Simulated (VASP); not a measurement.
# ZnSe (Stilleite) (F-43m) in VASP: notebook

Runs on ZnSe (Stilleite). Level: LDA. Tasks: single point.

Everything below comes from runs of VASP 6.6.1. Logs are shortened: lines on timing, memory, paths and dates and some standing lists are left out, and cuts for length are marked.

### Step 1. The structure

It takes space group F-43m (No. 216, cubic). The conventional cell has a = 5.668 Å, b = 5.668 Å, c = 5.668 Å, α = 90.00°, β = 90.00°, γ = 90.00°. Around Se (site symmetry -43m) lie 4 Zn at 2.45 Å. Zn (site symmetry -43m) is surrounded by 4 Se at 2.45 Å.

### Step 2. Single point, LDA, spin-orbit coupling, no magnetisation

INCAR reads:

```
  PREC = Accurate
  ENCUT = 650
  EDIFF = 1E-7
  ISMEAR = 0
  SIGMA = 0.02
  LREAL = False
  LASPH = True
  NELM = 100
  ALGO = Normal
  ISIF = 2
  LWAVE = False
  LCHARG = False
  MAGMOM = 0 0 0 0 0 0
  LORBIT = 11
  LSORBIT = True
  GGA_COMPAT = False
  NBANDS = 34
```

KPOINTS reads:

```
regular mesh
0
Gamma
  5 5 5
```

POSCAR reads:

```
ZnSe
1.0
    0.0000000000      2.8338000000      2.8338000000
    2.8338000000      0.0000000000      2.8338000000
    2.8338000000      2.8338000000      0.0000000000
Se Zn
1 1
Direct
    0.7500000000      0.7500000000      0.7500000000
    0.0000000000      0.0000000000      0.0000000000
```

Potentials or basis: VASP PAW LDA potentials, release 64 (Se, Zn).

Run with:

```
$ cat potpaw_LDA.64/Se/POTCAR potpaw_LDA.64/Zn/POTCAR > POTCAR
$ mpirun -np 1 vasp_ncl > vasp.out
```

OUTCAR:

```text
PREC = Accurate
   ENCUT = 650
   EDIFF = 1E-7
   ISMEAR = 0
   LREAL = False
   LASPH = True
   NELM = 100
   ISIF = 2
   LORBIT = 11
   LSORBIT = True

 Found     14 irreducible k-points:

 Following reciprocal coordinates:
            Coordinates               Weight
  0.000000  0.000000  0.000000      1.000000
  0.200000  0.000000  0.000000      4.000000
 -0.200000  0.000000  0.000000      4.000000
  0.400000  0.000000  0.000000      4.000000
 -0.400000  0.000000  0.000000      4.000000
  0.200000  0.200000  0.000000      6.000000
   k-points           NKPTS =     14   k-points in BZ     NKDIM =     14   number of bands    NBANDS=     34
   number of dos      NEDOS =    301   number of ions     NIONS =      2
   total plane-waves  NPLWV =  46656
   dimension x,y,z NGX =    36 NGY =   36 NGZ =   36
   dimension x,y,z NGXF=    72 NGYF=   72 NGZF=   72
   ions per type =               1   1
   NGX,Y,Z   is equivalent  to a cutoff of  14.93, 14.93, 14.93 a.u.
   NGXF,Y,Z  is equivalent  to a cutoff of  29.87, 29.87, 29.87 a.u.
 SYSTEM =  unknown system
   PREC   = accura    normal or accurate (medium, high low for compatibility)
   ISTART =      0    job   : 0-new  1-cont  2-samecut
   ICHARG =      2    charge: 1-file 2-atom 10-const
   ISPIN  =      1    spin polarized calculation?
   LNONCOLLINEAR =      T non collinear calculations
   LSORBIT =      T    spin-orbit coupling
   LASPH  =      T    aspherical Exc in radial PAW
   ENCUT  =  650.0 eV  47.77 Ry    6.91 a.u.   8.33  8.33  8.33*2*pi/ulx,y,z
   NELM   =    100;   NELMIN=  2; NELMDL= -5     # of ELM steps
   EDIFF  = 0.1E-06   stopping-criterion for ELM
   LREAL  =      F    real-space projection
[... 7 lines left out ...]
   TEBEG  =    0.0;   TEEND  =   0.0 temperature during run
   PSTRESS=    0.0 pullay stress
   NELECT =      18.0000    total number of electrons
   NUPDOWN=      -1.0000    fix difference up-down
   EMIN   =  10.00;   EMAX   =-10.00  energy-range for DOS
   EFERMI =   0.00;   METHOD = LEGACY
   ISMEAR =     0;   SIGMA  =   0.02  broadening in eV -4-tet -1-fermi 0-gaus
   EFERMI_NEDOS =   21; number of points for ismear=-14 and -15
   IALGO  =     38    algorithm
   IMIX   =      4    mixing-type and parameters
     AMIX     =   0.40;   BMIX     =  1.00
     AMIX_MAG =   1.60;   BMIX_MAG =  1.00
  volume/ion in A,a.u.               =      22.76       153.57
  Fermi-wavevector in a.u.,A,eV,Ry     =   1.201673  2.270834 19.647073  1.444019
  Thomas-Fermi vector in A             =   2.337476
   LORBIT       =     11    0 simple, 1 ext, 2 COOP (PROOUT), +10 PAW based schemes
   GGA     = CA    functional components
   LHFCALC =     F    Hartree Fock is set to
   AEXX    =    0.0000 exact exchange contribution
   IVDW    =     0    specifies the selected vdW correction
   LEPSILON=     F    determine dielectric tensor
   LRPA    =     F    only Hartree local field effects (RPA)
 Gauss-broadening in eV      SIGMA  =   0.02
  energy-cutoff  :      650.00
  volume of cell :       45.51
 maximum number of plane-waves:      3472
 NGX is ok and might be reduce to    36
   NGX = 17   NGY = 17   NGZ = 17

 number of electron      18.0000000 magnetization       0.0000000      0.0000000      0.0000000

 number of electron      18.0000001 magnetization       0.0000000     -0.0000000     -0.0000000

 number of electron      18.0000001 magnetization      -0.0000000     -0.0000000     -0.0000000

 number of electron      18.0000001 magnetization       0.0000000     -0.0000000      0.0000000

 Free energy of the ion-electron system (eV)
  ---------------------------------------------------
  ext. energy  EPLUGINS =         0.00000000
  ---------------------------------------------------
  free energy    TOTEN  =        -7.35356745 eV

  energy without entropy =       -7.35356745  energy(sigma->0) =       -7.35356745

 E-fermi :   1.7843     XC(G=0):  -9.6960

 val. band max:        1.6492475530   @ k =   0.0000   0.0000   0.0000
 cond. band min:       2.5809579882   @ k =   0.0000   0.0000   0.0000
 fundamental gap:      0.9317104352
 Fermi energy:         1.7842661947

 k-point     1 :       0.0000    0.0000    0.0000
  band No.  band energies     occupation
      1     -11.7681      1.00000
      2     -11.7681      1.00000
      3      -5.2865      1.00000
      4      -5.2865      1.00000
      5      -5.2865      1.00000
      6      -5.2865      1.00000
[... 22 lines left out ...]
     29      12.9866      0.00000
     30      12.9866      0.00000

 k-point     2 :       0.2000    0.0000    0.0000
  band No.  band energies     occupation
      1     -11.5218      1.00000
      2     -11.5218      1.00000
      3      -5.2839      1.00000
      4      -5.2507      1.00000
      5      -5.2453      1.00000
      6      -5.2453      1.00000
[... 22 lines left out ...]
     29      11.8341      0.00000
     30      11.8405      0.00000

 k-point     3 :      -0.2000    0.0000    0.0000
  band No.  band energies     occupation
      1     -11.5218      1.00000
      2     -11.5218      1.00000
      3      -5.2839      1.00000
      4      -5.2507      1.00000
      5      -5.2453      1.00000
      6      -5.2453      1.00000
[... 22 lines left out ...]
     29      11.8341      0.00000
     30      11.8405      0.00000

 k-point     4 :       0.4000    0.0000    0.0000
  band No.  band energies     occupation
      1     -11.0610      1.00000
      2     -11.0610      1.00000
      3      -5.2567      1.00000
      4      -5.2360      1.00000
      5      -5.0592      1.00000
      6      -5.0592      1.00000
[... 22 lines left out ...]
     29      13.3189      0.00000
     30      13.3189      0.00000

 k-point     5 :      -0.4000    0.0000    0.0000
  band No.  band energies     occupation
      1     -11.0610      1.00000
      2     -11.0610      1.00000
      3      -5.2567      1.00000
      4      -5.2360      1.00000
      5      -5.0592      1.00000
      6      -5.0592      1.00000
[... 22 lines left out ...]
     29      13.3189      0.00000
     30      13.3189      0.00000

 k-point     6 :       0.2000    0.2000    0.0000
  band No.  band energies     occupation
      1     -11.4393      1.00000
      2     -11.4393      1.00000
      3      -5.2806      1.00000
      4      -5.2806      1.00000
      5      -5.2177      1.00000
      6      -5.2177      1.00000
[... 22 lines left out ...]
     29      13.5509      0.00000
     30      13.5509      0.00000

 [... further k-points ...]

 [bands above 30 left out]

------------------------ aborting loop because EDIFF is reached ----------------------------------------

  FORCE on cell =-STRESS in cart. coord.  units (eV):
  Direction    XX          YY          ZZ          XY          YZ          ZX
  --------------------------------------------------------------------------------------
  -------------------------------------------------------------------------------------
  Total       -0.8558092     -0.8558092     -0.8558092      0.0000000      0.0000000     -0.0000000
  in kB      -30.1265884    -30.1265884    -30.1265884      0.0000000      0.0000000     -0.0000000
  external PRESSURE =     -30.1265884 kB  Pullay stress =       0.0000000 kB

 VOLUME and BASIS-vectors are now :
 -----------------------------------------------------------------------------
  energy-cutoff  :      650.00
  volume of cell :       45.51
      direct lattice vectors                 reciprocal lattice vectors
     0.000000000  2.833800000  2.833800000    -0.176441527  0.176441527  0.176441527
     2.833800000  0.000000000  2.833800000     0.176441527 -0.176441527  0.176441527
     2.833800000  2.833800000  0.000000000     0.176441527  0.176441527 -0.176441527

 POSITION                                       TOTAL-FORCE (eV/Angst)
 -----------------------------------------------------------------------------------
      4.25070      4.25070      4.25070         0.000000      0.000000      0.000000
      0.00000      0.00000      0.00000        -0.000000     -0.000000     -0.000000
 -----------------------------------------------------------------------------------
    total drift:                               -0.000000     -0.000000     -0.000000

  FREE ENERGIE OF THE ION-ELECTRON SYSTEM (eV)
  ---------------------------------------------------
  free  energy   TOTEN  =        -7.3535674539 eV

  energy  without entropy=       -7.3535674539  energy(sigma->0) =       -7.35356745

 Spin-Orbit-Coupling matrix elements

 Ion:    1  E_soc:     -0.0391139
 l=   1
     0.0000000    -0.0065107    -0.0065107
    -0.0065107     0.0000000    -0.0065107
    -0.0065107    -0.0065107     0.0000000
 l=   2
     0.0000000    -0.0000041     0.0000000    -0.0000041    -0.0000042
    -0.0000041     0.0000000    -0.0000032    -0.0000041    -0.0000011
     0.0000000    -0.0000032     0.0000000    -0.0000032     0.0000000
    -0.0000041    -0.0000041    -0.0000032     0.0000000    -0.0000011
    -0.0000042    -0.0000011     0.0000000    -0.0000011     0.0000000
 l=   3
     0.0000000     0.0000000     0.0000000     0.0000000     0.0000000     0.0000000     0.0000000
     0.0000000     0.0000000     0.0000000     0.0000000     0.0000000     0.0000000     0.0000000
     0.0000000     0.0000000     0.0000000     0.0000000     0.0000000     0.0000000     0.0000000
     0.0000000     0.0000000     0.0000000     0.0000000     0.0000000     0.0000000     0.0000000
     0.0000000     0.0000000     0.0000000     0.0000000     0.0000000     0.0000000     0.0000000
     0.0000000     0.0000000     0.0000000     0.0000000     0.0000000     0.0000000     0.0000000
     0.0000000     0.0000000     0.0000000     0.0000000     0.0000000     0.0000000     0.0000000

 Ion:    2  E_soc:     -0.0089245
 l=   1
     0.0000000    -0.0005080    -0.0005080
    -0.0005080     0.0000000    -0.0005080
    -0.0005080    -0.0005080     0.0000000
 l=   2
     0.0000000    -0.0001983     0.0000000    -0.0001983    -0.0007812
    -0.0001983     0.0000000    -0.0005859    -0.0001983    -0.0001953
     0.0000000    -0.0005859     0.0000000    -0.0005859     0.0000000
    -0.0001983    -0.0001983    -0.0005859     0.0000000    -0.0001953
    -0.0007812    -0.0001953     0.0000000    -0.0001953     0.0000000
 l=   3
     0.0000000     0.0000000     0.0000000     0.0000000     0.0000000     0.0000000     0.0000000
     0.0000000     0.0000000     0.0000000     0.0000000     0.0000000     0.0000000     0.0000000
     0.0000000     0.0000000     0.0000000     0.0000000     0.0000000     0.0000000     0.0000000
     0.0000000     0.0000000     0.0000000     0.0000000     0.0000000     0.0000000     0.0000000
     0.0000000     0.0000000     0.0000000     0.0000000     0.0000000     0.0000000     0.0000000
     0.0000000     0.0000000     0.0000000     0.0000000     0.0000000     0.0000000     0.0000000
     0.0000000     0.0000000     0.0000000     0.0000000     0.0000000     0.0000000     0.0000000

 total charge

# of ion       s       p       d       tot
------------------------------------------
    1        1.440   2.416   0.030   3.886
    2        0.544   0.455   9.785  10.783
--------------------------------------------------
tot          1.983   2.871   9.815  14.669

 magnetization (x)

# of ion       s       p       d       tot
------------------------------------------
    1        0.000   0.000  -0.000   0.000
    2        0.000  -0.000   0.000   0.000
--------------------------------------------------
tot          0.000  -0.000  -0.000   0.000

 magnetization (y)

# of ion       s       p       d       tot
------------------------------------------
    1       -0.000   0.000  -0.000  -0.000
    2        0.000  -0.000   0.000  -0.000
--------------------------------------------------
tot         -0.000  -0.000  -0.000  -0.000

 magnetization (z)

# of ion       s       p       d       tot
------------------------------------------
    1       -0.000  -0.000  -0.000  -0.000
    2        0.000   0.000   0.000   0.000
--------------------------------------------------
tot          0.000  -0.000   0.000   0.000
```

Wall time 58 s (1 thread of Intel Xeon Platinum 8488C (Sapphire Rapids), shared host); peak memory 0.31 GiB.

These settings aren't checked as converged: the numbers below hold their error.

Results:

| Item | Value |
| --- | --- |
| Free energy | -7.3536 eV |
| Pressure | -3.0 GPa |
| Valence electrons inside the program's atomic spheres | Se 3.89; Zn 10.78 |

Caveat: the k mesh is coarse (spacing up to 0.38 Å⁻¹), so the values aren't converged.

### Step 3. Single point, LDA, spin-orbit coupling, no magnetisation

Edit INCAR of step 2 so:

```diff
@@ -1,3 +1,3 @@
   PREC = Accurate
-  ENCUT = 650
+  ENCUT = 340
   EDIFF = 1E-7
```

KPOINTS reads:

```
regular mesh
0
Gamma
  7 7 7
```

POSCAR is that of step 2.

Potentials or basis: VASP PAW LDA potentials, release 64 (Se, Zn).

Run with:

```
$ cat potpaw_LDA.64/Se/POTCAR potpaw_LDA.64/Zn/POTCAR > POTCAR
$ mpirun -np 1 vasp_ncl > vasp.out
```

Wall time 47 s (1 thread of Intel Xeon Platinum 8488C (Sapphire Rapids), shared host); peak memory 0.19 GiB.

The run converged, but some of its settings lie outside the range that counts as converged, so its numbers aren't taken as properties of the crystal.

What came out:

```yaml
Free_energy: -7.3719 eV
Pressure: -3.3 GPa
Valence_electrons_inside_the_program's_atomic_spheres: Se 3.88; Zn 10.78
```

Caveat: the cutoff is under 1.25 times the usual one of these potentials, so pressure, stress and relaxed cells hold a basis-set (Pulay) error.

### Step 4. Single point, LDA, spin-orbit coupling, no magnetisation

Edit INCAR of step 3 so:

```diff
@@ -1,3 +1,3 @@
   PREC = Accurate
-  ENCUT = 340
+  ENCUT = 400
   EDIFF = 1E-7
```

KPOINTS is that of step 3.

POSCAR is that of step 3.

Run with:

```
$ cat potpaw_LDA.64/Se/POTCAR potpaw_LDA.64/Zn/POTCAR > POTCAR
$ mpirun -np 1 vasp_ncl > vasp.out
```

It took 79 s on 1 thread of Intel Xeon Platinum 8488C (Sapphire Rapids), shared host; peak memory 0.22 GiB.

These settings aren't checked as converged: the numbers below hold their error.

Results:

| Item | Value |
| --- | --- |
| Free energy | -7.3719 eV |
| Pressure | -3.3 GPa |
| Valence electrons inside the program's atomic spheres | Se 3.88; Zn 10.78 |

### Step 5. Single point, LDA, spin-orbit coupling, no magnetisation

Edit INCAR of step 4 so:

```diff
@@ -2,3 +2,3 @@
   ENCUT = 400
-  EDIFF = 1E-7
+  EDIFF = 1E-4
   ISMEAR = 0
```

KPOINTS is that of step 4.

POSCAR is that of step 4.

Run with:

```
$ cat potpaw_LDA.64/Se/POTCAR potpaw_LDA.64/Zn/POTCAR > POTCAR
$ mpirun -np 1 vasp_ncl > vasp.out
```

Wall time 46 s (1 thread of Intel Xeon Platinum 8488C (Sapphire Rapids), shared host); peak memory 0.22 GiB.

The run converged, but some of its settings lie outside the range that counts as converged, so its numbers aren't taken as properties of the crystal.

Results:

| Item | Value |
| --- | --- |
| Free energy | -7.3719 eV |
| Pressure | -3.3 GPa |
| Valence electrons inside the program's atomic spheres | Se 3.88; Zn 10.78 |

### Step 6. Single point, LDA, spin-orbit coupling, no magnetisation

Edit INCAR of step 5 so:

```diff
@@ -1,4 +1,4 @@
-  PREC = Accurate
+  PREC = Normal
   ENCUT = 400
-  EDIFF = 1E-4
+  EDIFF = 1E-7
   ISMEAR = 0
```

KPOINTS is that of step 5.

POSCAR is that of step 5.

Potentials or basis: VASP PAW LDA potentials, release 64 (Se, Zn).

Run with:

```
$ cat potpaw_LDA.64/Se/POTCAR potpaw_LDA.64/Zn/POTCAR > POTCAR
$ mpirun -np 1 vasp_ncl > vasp.out
```

Wall time 36 s (1 thread of Intel Xeon Platinum 8488C (Sapphire Rapids), shared host); peak memory 0.17 GiB.

The run converged, but some of its settings lie outside the range that counts as converged, so its numbers aren't taken as properties of the crystal.

Results:

- Free energy: -7.3718 eV
- Pressure: -3.3 GPa
- Valence electrons inside the program's atomic spheres: Se 3.88; Zn 10.78

### Step 7. For comparison

An earlier run on the cell as given: functional PBE; potentials or basis VASP PAW PBE potentials, release 64 (Se, Zn); cutoff 520 eV; k mesh 8 × 8 × 8; occupations fermi-dirac, width 0.05 eV; no spin polarisation.

- Pressure: 2.3 GPa
- Band gap on the k mesh: 1.29 eV, direct
